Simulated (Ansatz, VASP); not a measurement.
# One calculation of ZnCu, two programs

INCAR

```
PREC = Accurate ; ENCUT = 520
EDIFF = 1E-7 ; ISMEAR = 0
SIGMA = 0.15 ; LREAL = False
LASPH = True ; NELM = 80
ALGO = Fast ; ISIF = 2
LWAVE = False ; LCHARG = True
LELF = True ; LVHAR = True
NBANDS = 18
```

KPOINTS

```
regular mesh
0
Gamma
  16 16 16
```

The input POSCAR:

```
ZnCu
1.0
    3.0922500000      0.0000000000      0.0000000000
    0.0000000000      3.0922500000      0.0000000000
    0.0000000000      0.0000000000      2.9450000000
Zn Cu
1 1
Direct
    0.5000000000      0.5000000000      0.5000000000
    0.0000000000      0.0000000000      0.0000000000
```

Input for Ansatz:

```yaml
crystal:
  lattice:
    - [3.09225, 0.0, 0.0]
    - [0.0, 3.09225, 0.0]
    - [0.0, 0.0, 2.945]
  atoms:
    - { symbol: Zn, position: [0.5, 0.5, 0.5] }
    - { symbol: Cu, position: [0.0, 0.0, 0.0] }
basis:
  ecutwfc: 420
kpoints:
  mp_grid: { grid: [16, 16, 16] }
hamiltonian:
  xc: lda
scf:
  occupations: { method: gaussian, width: 0.15 }
output:
  forces: true
  stress: true
  eigenvalues: true
```

Change from the starting cell: strain +0.050 along x and y, +0.000 along z, atoms carried along.

Alike in both runs: task single point; functional LDA; k mesh 16 × 16 × 16; occupations gaussian, width 0.15 eV; no spin polarisation.

|  | VASP | Ansatz |
| --- | --- | --- |
| version | VASP 6.6.1 | Ansatz 0.2.0 |
| potentials or method | VASP PAW LDA potentials, release 64 (Zn, Cu) | scalar-relativistic, plane waves, PAW |
| plane-wave cutoff (eV) | 520 | 420 |
| valence electrons in the cell | 23 | 31 |

VASP gave:

* gap on the k mesh at the Fermi level (eV): none
* pressure (GPa): -16.7

Q: Which values does Ansatz return?

A: gap on the k mesh at the Fermi level (eV): none; pressure (GPa): -17.4.

A gap of «none» marks a metal or a gap that the smearing closes. The two sets of potentials don't hold the same shells in valence.

Caveats: so large a pressure means that the cell lies far from this level's equilibrium, or that cutoff or potentials fall short (VASP).
